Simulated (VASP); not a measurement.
The system is ZnSe (Stilleite).

```
Zn Se
1.0
     0.00000    2.83380    2.83380
     2.83380    0.00000    2.83380
     2.83380    2.83380    0.00000
Zn Se
1 1
Direct
  0.00000 0.00000 0.00000
  0.25000 0.25000 0.25000
```

```yaml
Program: VASP 6.6.1
Task: relaxation of cell and atoms
Functional: LDA
Potentials_or_basis: VASP PAW LDA potentials, release 64 (Zn, Se)
Cutoff: 600 eV
k_mesh: 8 × 8 × 8
Occupations: gaussian, width 0.03 eV
Spin: no spin polarisation
```

At the start: pressure -3.1 GPa; volume 22.76 Å³/atom.

Problem. Where does the relaxation end?

Solution. Over 5 steps the energy falls by 11.0 meV/atom and the volume is 21.68 Å³/atom (-4.7 %); space group F-43m (No. 216, to 0.05 Å).

The path:
```tsv
step	energy change (eV)	largest force (eV/Å)	pressure (GPa)	volume (Å³)
1	0.0000	0.0000	-3.13	45.51
2	-0.0194	0.0000	1.19	42.65
3	-0.0220	0.0000	-0.16	43.35
4	-0.0220	0.0000	0.12	43.26
5	-0.0220	0.0000	0.02	43.35
```

Final structure:
```
CELL_PARAMETERS angstrom
0.00000 2.78827 2.78827
2.78827 0.00000 2.78827
2.78827 2.78827 0.00000
ATOMIC_POSITIONS crystal
Zn 0.00000 0.00000 0.00000
Se 0.25000 0.25000 0.25000
```
